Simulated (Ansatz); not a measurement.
**Polymorphs of TaAs**

These are results of Ansatz 0.2.0, DFT PBE, scalar-relativistic, plane waves, PAW, not measurements. All cells share a 420 eV cutoff and Γ-centred k meshes spaced at most about 0.3 Å⁻¹ (about 0.25 or finer for metals, 2π included). No spin polarisation.

Energies over the elements count from the elements' standard structures at the same level, with no fitted energy shifts.

All energies are static (0 K, no zero-point motion). The comparison covers the computed candidates alone. For metals, differences of a few meV/atom aren't resolved. No dispersion correction is applied, so the spacing and binding between layers, chains or molecules are poorly described (P4/nmm), and this can change margins and order among such cells. These runs have no spin–orbit coupling, which can matter for Ta. The reference form of As is held partly by dispersion forces, which this level lacks.

Invented guesses and database cells were relaxed alike, and ends that match in structure were merged. ΔE counts from the first row. Coordination counts As atoms around Ta (those within 1.25 times the shortest such distance or 1.15 times the sum of covalent radii, 1.27 where that leaves under three). The ends were matched against large subsets of the Crystallography Open Database and the Materials Project, so a missing match doesn't prove that a structure is unreported.

| # | reached from | type and space group | atoms | Å³/atom | coordination | ΔE (meV/atom) | gap on mesh (eV) | in databases | checks |
| --- | --- | --- | --- | --- | --- | --- | --- | --- | --- |
| 1 | a Materials Project cell | I4_1md (No. 109) | 4 | 17.6 | Ta 6 | 0 | 0.00 | Materials Project | - |
| 2 | close-packed anion layers stacked A | tungsten carbide, P-6m2 (No. 187) | 2 | 17.6 | Ta 6 | 1 | 0.00 | no match | no imaginary mode at Γ (other wave vectors untested) |
| 3 | random cell | caesium chloride, Pm-3m (No. 221) | 2 | 16.6 | Ta 8 | 279 | 0.00 | no match | - |
| 4 | CoO type (I4/mmm), changed on relaxing | rock salt, Fm-3m (No. 225) | 2 | 18.3 | Ta 6 | 574 | 0.00 | no match | - |
| 5 | ordered vacancies on the cation sites of antifluorite | anti-litharge, P4/nmm (No. 129) | 4 | 26.4 | Ta 4 | 647 | 0.00 | no match | - |
| 6 | wurtzite type (P6_3mc) | P6_3mc (No. 186) | 4 | 20.4 | Ta 4 | 778 | 0.00 | no match | - |
| 7 | random cell | P4/mmm (No. 123) | 2 | 20.5 | Ta 2 | 1099 | 0.00 | no match | - |
| 8 | random cell | P6_3/mmc (No. 194) | 4 | 21.6 | Ta 3 | 1320 | 0.00 | no match | - |

The first two are tied within the noise. The first: Space group I4_1md (No. 109), tetragonal, a = 3.463 Å, c = 11.735 Å. Around Ta lie 6 As at 2.62–2.63 Å; As is surrounded by 6 Ta at 2.62–2.63 Å. Its energy over the elements is −0.55 eV/atom. Whether it is stable depends on the other phases of the system, which aren't compared here. Materials Project cells can be hypothetical, and an observed structure of this formula, if there is one, may be missing.

```cif
data_structure
_symmetry_space_group_name_H-M 'I4_1md'
_symmetry_Int_Tables_number 109
_cell_length_a 3.4629
_cell_length_b 3.4629
_cell_length_c 11.7346
_cell_angle_alpha 90.000
_cell_angle_beta 90.000
_cell_angle_gamma 90.000
_cell_volume 140.72
loop_
_atom_site_label
_atom_site_type_symbol
_atom_site_symmetry_multiplicity
_atom_site_Wyckoff_symbol
_atom_site_fract_x
_atom_site_fract_y
_atom_site_fract_z
_atom_site_occupancy
Ta1 Ta 4 a 0.50000 0.00000 0.00017 1
As1 As 4 a 0.00000 0.50000 0.08242 1
```

The second: Space group P-6m2 (No. 187), hexagonal, a = 3.414 Å, c = 3.484 Å. Ta is surrounded by 6 As at 2.63 Å; As has 6 Ta at 2.63 Å. Counting As atoms around Ta, the first and the second both have Ta 6. Cells relaxed within their symmetry can be saddle points.

```yaml
crystal:
  lattice:
    - [3.41391, 0.00000, 0.00000]
    - [-1.70695, 2.95653, 0.00000]
    - [0.00000, 0.00000, 3.48432]
  atoms:
    - { symbol: Ta, position: [0.00000, 0.00000, 0.50000] }
    - { symbol: As, position: [0.66667, 0.33333, 0.00000] }
```
